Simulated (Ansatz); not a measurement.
# Where Cu_Al puts its levels in the gap of AlN (P6_3mc), part 2 of 2

Aim: at which Fermi levels does Cu_Al in AlN (P6_3mc) change its charge? The model is a cell of 72 host atoms with 1 Al taken out and 1 Cu put in.

Ansatz; place-levels on r2SCAN runs: charge-transition levels and formation energies with image-charge correction and potential alignment at the atomic sites; PAW set soft_1.

So far: The starting structure; What was run first.

## Step 3: Placing the levels, r2SCAN

A charged cell interacts with its images and the background, and its potential has another zero than the host's. place-levels removes the first by a point-charge model, screened by the static dielectric constant since the ions have relaxed around the charge, and the second by comparing potentials at atoms far from the defect.

The host is a run of the defect-free crystal in the same cutoffs, grids and k-points, so that basis and sampling errors cancel in part in the differences. The host is run in a cell of 8 atoms on a matching mesh. Its band edges are searched through the zone by a band path, so the gap is smaller than, or equal to, that on the mesh. Chemical potentials are energies per atom of Al (fcc) and Cu (fcc), run with the same functional and cutoff.

Contents of levels.point.yaml:

```yaml
host:
  run: host.point.run
states: [qm2.point.run, qm1_M1.point.run, q0.point.run, q0_M2.point.run, qp1_M1.point.run, qp1_M3.point.run]
geometry_from:
  qm2.point.run: qm2.relax.run
  qm1_M1.point.run: qm1_M1.relax.run
  q0.point.run: q0.relax_smeared.run
  q0_M2.point.run: q0_M2.relax.run
  qp1_M1.point.run: qp1_M1.relax.run
  qp1_M3.point.run: qp1_M3.relax.run
  host.point.run: host.relax.run
chemical_potentials:
  Al:
    energy: -540.418346
    dataset: <sha256 of the dataset>
  Cu:
    energy: -6631.253193
    dataset: "<sha256 of the dataset>"
epsilon: [4.49, 4.49, 4.72]
static_epsilon: [8.15, 8.15, 9.65]
vertical:
  - { from: qm2.point.run, to: qm2.point_neutral.run }
  - { from: qm1_M1.point.run, to: qm1_M1.point_neutral.run }
  - { from: qp1_M1.point.run, to: qp1_M1.point_neutral.run }
  - { from: qp1_M3.point.run, to: qp1_M3.point_neutral.run }
```

Started as:

```sh
ansatz place-levels levels.point.yaml -- --threads 4 --pin off --max-ram 15073MiB
```

The log of the run:

```text
[... repeated set-up lines and file paths are left out, and long positions are rounded to six places ...]
(+1/0) 0.391 eV above the valence edge, 4.486 eV under the conduction edge
(0/-1) 1.462 eV above the valence edge, 3.416 eV under the conduction edge
(-1/-2) 2.949 eV above the valence edge, 1.928 eV under the conduction edge
formation energy of charge +1: +5.980 eV with the Fermi level at the valence edge
formation energy of charge 0: +6.371 eV with the Fermi level at the valence edge
formation energy of charge -1: +7.833 eV with the Fermi level at the valence edge
formation energy of charge -2: +10.782 eV with the Fermi level at the valence edge
vertical -2 to 0: no energy, since no alignment is typed
  the change from vertical[0].from (qm2.point.run) to vertical[0].to (qm2.point_neutral.run): by its potential at epsilon [4.49, 4.49, 4.72] it stands at 0.466 0.535 0.481, with an rms radius of about 2.1 Å (1.2 1.2 1.3 Å across the planes of the cell's [...]
vertical -1 to 0: no energy, since no alignment is typed
  the change from vertical[1].from (qm1_M1.point.run) to vertical[1].to (qm1_M1.point_neutral.run): by its spins about the atoms it stands at 0.450 0.552 0.522, with an rms radius of about 2.0 Å (1.0 1.0 1.5 Å across the planes of the cell's vectors); [...]
vertical +1 to 0: no energy, since no alignment is typed
  the change from vertical[2].from (qp1_M1.point.run) to vertical[2].to (qp1_M1.point_neutral.run): by its potential at epsilon [4.49, 4.49, 4.72] it stands at 0.483 0.536 0.465, with an rms radius of about 2.0 Å (1.2 1.3 1.1 Å across the planes of the cell's [...]
vertical +1 to 0: no energy, since no alignment is typed
  the change from vertical[3].from (qp1_M3.point.run) to vertical[3].to (qp1_M3.point_neutral.run): by its potential at epsilon [4.49, 4.49, 4.72] it stands at 0.475 0.526 0.472, with an rms radius of about 1.8 Å (1.1 1.1 1.0 Å across the planes of the cell's [...]
  edges by r2scan, gap 4.878 eV; the host is sampled to repeats of 18.64 Å
  the defect's cells are sampled to repeats of 18.64 Å, like sampling
  charge +1: -39517.2849 eV with its correction of +0.327 eV, at epsilon [8.15, 8.15, 9.65], aligned at sites: +0.0643 eV, mean over 33 atomic sites at or beyond 4.66 Å from the host's site at [0.4444, 0.5556, 0.4997] by the defect at [0.4444, 0.5556, [...]
  charge 0: +0.000 eV for its dipole among its images, +0.001 omitted
  charge -1: -39501.5956 eV with its correction of +0.166 eV, at epsilon [8.15, 8.15, 9.65], aligned at sites: +0.0973 eV, mean over 33 atomic sites at or beyond 4.66 Å from the host's site at [0.4444, 0.5556, 0.4997] by the defect at [0.4444, 0.5556, [...]
  charge -2: -39491.7281 eV with its correction of +0.861 eV, at epsilon [8.15, 8.15, 9.65], aligned at sites: +0.0950 eV, mean over 33 atomic sites at or beyond 4.66 Å from the host's site at [0.4444, 0.5556, 0.4997] by the defect at [0.4444, 0.5556, [...]
  charge +1: states[4] (qp1_M1.point.run) stands 0.222 eV higher, with a moment of 1.00 μB against 3.00
  charge 0: states[2] (q0.point.run) stands 0.550 eV higher, with a moment of 0.00 μB against 2.00
  states[2] (q0.point.run): levels filled in part (TS 0.008 eV): its energy is of no whole electron's
  of states[5] (qp1_M3.point.run): stability_check_not_made
  of states[3] (q0_M2.point.run): stability_check_not_made
  of states[1] (qm1_M1.point.run): stability_check_not_made
  of states[0] (qm2.point.run): it parts from the run that its charge is read beside by 2 carriers, of which the mean alone is read, by its potential at epsilon [4.49, 4.49, 4.72], taken for that of held ions (one typed too small widens it): that is narrow, [...]
  of states[4] (qp1_M1.point.run): stability_check_not_made
  of vertical[0].from (qm2.point.run): it parts from the run that its charge is read beside by 2 carriers, of which the mean alone is read, by its potential at epsilon [4.49, 4.49, 4.72], taken for that of held ions (one typed too small widens it): that is [...]
  vertical[0].to (qm2.point_neutral.run): levels filled in part (TS 0.023 eV): its energy is of no whole electron's
  of vertical[1].from (qm1_M1.point.run): stability_check_not_made
  vertical[1].to (qm1_M1.point_neutral.run): levels filled in part (TS 0.022 eV): its energy is of no whole electron's
  of vertical[2].from (qp1_M1.point.run): stability_check_not_made
  vertical[2].to (qp1_M1.point_neutral.run): levels filled in part (TS 0.025 eV): its energy is of no whole electron's
  of vertical[3].from (qp1_M3.point.run): stability_check_not_made
  vertical[3].to (qp1_M3.point_neutral.run): levels filled in part (TS 0.023 eV): its energy is of no whole electron's
```

The job ended after 0.83 s (4 threads of Intel Xeon Platinum 8375C at 2.90GHz (Ice Lake), shared host).

Levels between the charges placed, in eV above the valence top:

```
        gap (eV)  (+1/0)  (0/−1)  (−1/−2)
r2SCAN      4.88    0.39    1.46     2.95
```

Corrections by state:

```csv
charge,moment (μB),image terms and alignment (eV),band filling (eV),ε used,"over the lowest of its charge, as the program ranks them, band filling apart (eV)"
+1,3.0,0.327,-,"principal values (8.15, 8.15, 9.65)",0.000
0,2.0,0.000,-,-,0.000
−1,1.0,0.166,-,"principal values (8.15, 8.15, 9.65)",0.000
−2,0.0,0.861,-,"principal values (8.15, 8.15, 9.65)",0.000
+1,1.0,0.321,-,"principal values (8.15, 8.15, 9.65)",0.222
0,0.0,0.000,-,-,0.550
```

The charged structures listed were also run neutral, and place-levels reads from each pair, by the potential or the spins, how wide the charge is by which they differ; that can be the carrier of either run.

```csv
charge,rms radius (Å),spread where it is widest against the cell (Å),wide from (Å),reading
+1,1.8,1.06,1.40,narrow
−1,2.0,1.47,1.72,narrow
−2,2.1,1.22,1.40,narrow
```

The neutral runs of these pairs need not share the spin of the lowest neutral state, and very wide values only mean spread over the cell.

From the program's caveats on the states, each cut to its opening words:

- charge +1 (3 μB), 0 (2 μB), −1 (1 μB), +1 (1 μB): flagged: stability check not made
- charge −2: it parts from the run that its charge is read beside by 2 carriers, of which the mean alone is read, by its potential at epsilon [4.49, 4.49, 4.72], taken for [...]

The host's formation energy from the elements is -1.627 eV per atom; it sets how far the chemical potentials can move.

Limit set by the element alone; other compounds of these elements are not counted. Chemical potentials from the elements' reference states: Al 0.00 eV, N -3.25 eV, Cu 0.00 eV. Formation energies (Al-rich), with the Fermi level at the valence top and at the conduction bottom (gap 4.88 eV):

```csv
charge,at valence top (eV),at conduction bottom (eV),correction included (eV)
+1,5.98,10.86,0.33
0,6.37,6.37,0.00
−1,7.83,2.96,0.17
−2,10.78,1.03,0.86
```

| Fermi level (eV) | lowest formation energy (eV) |
| --- | --- |
| 0.00 | 5.98 |
| 0.44 | 6.37 |
| 0.89 | 6.37 |
| 1.33 | 6.37 |
| 1.77 | 6.06 |
| 2.22 | 5.62 |
| 2.66 | 5.17 |
| 3.11 | 4.57 |
| 3.55 | 3.69 |
| 3.99 | 2.80 |
| 4.43 | 1.91 |
| 4.88 | 1.03 |

Limit set by the element alone; other compounds of these elements are not counted. Chemical potentials from the elements' reference states: N 0.00 eV, Al -3.25 eV, Cu 0.00 eV. Formation energies (N-rich), with the Fermi level at the valence top and at the conduction bottom (gap 4.88 eV):

```
charge  at valence top (eV)  at conduction bottom (eV)  correction included (eV)
    +1                 2.73                       7.60                      0.33
     0                 3.12                       3.12                      0.00
    −1                 4.58                      -0.30                      0.17
    −2                 7.53                      -2.23                      0.86
```

(Fermi level (eV), lowest formation energy (eV)): (0.00, 2.73), (0.44, 3.12), (0.89, 3.12), (1.33, 3.12), (1.77, 2.81), (2.22, 2.36), (2.66, 1.92), (3.11, 1.32), (3.55, 0.43), (3.99, -0.45), (4.43, -1.34), (4.88, -2.23)

## Step 4: What came out

```json
{"gap of the host": "4.88 eV (r2SCAN)", "level (plus 1/0)": "0.39 eV above the valence top", "level (0/minus 1)": "1.46 eV above the valence top", "level (minus 1/minus 2)": "2.95 eV above the valence top", "lowest of the charges placed, just above the valence top (0.02 eV)": "+1", "lowest of the charges placed, just below the conduction bottom (0.02 eV)": "−2", "lowest formation energy at mid-gap of the charges run, Al-rich": "5.39 eV", "lowest formation energy at mid-gap of the charges run, N-rich": "2.14 eV"}
```

**Reading.** Of the charges placed (−2, −1, 0 and +1), the lowest changes at 0.39 eV (+1/0), 1.46 eV (0/−1) and 2.95 eV (−1/−2) above the valence top, in a gap of 4.88 eV. Charges above +1 and below −2 were not placed, so these runs say nothing of levels that involve them. States placed: +1 at 3 μB and 1 μB; 0 at 2 μB and 0 μB; −1 at 1 μB; −2 at 0 μB. Other spin states or structures, where not listed, weren't placed. Cu is taken at its element; compounds, which aren't counted here, bound the chemical potentials and would shift these formation energies. Limits: r2SCAN makes the gap too small and tends to spread out bound carriers; where a gas molecule sets a chemical potential or the host's formation energy, its binding is uncorrected; force components of up to 0.16 eV/Å remain in a run at the final settings.

[Logs are printed without paths, hosts, clocks, repeated set-up lines and the standing remarks that a program may print on its own settings, such as how far it seeks lower states.]

[Hosts, paths, dates, database ids (printed as entryN), source tags and the programs' standing remarks are cut or masked in the printed files.]

[Where a table of states has a column of steps, it counts the stored structures, which are thinned; the runs took as many ionic steps or more.]

[A defect's name tells the site on which it was built; relaxed atoms can leave that site.]

[For some hosts the program warned that the k-mesh of the response run may be too coarse for force constants and the static dielectric constant; such warnings are not shown here.]
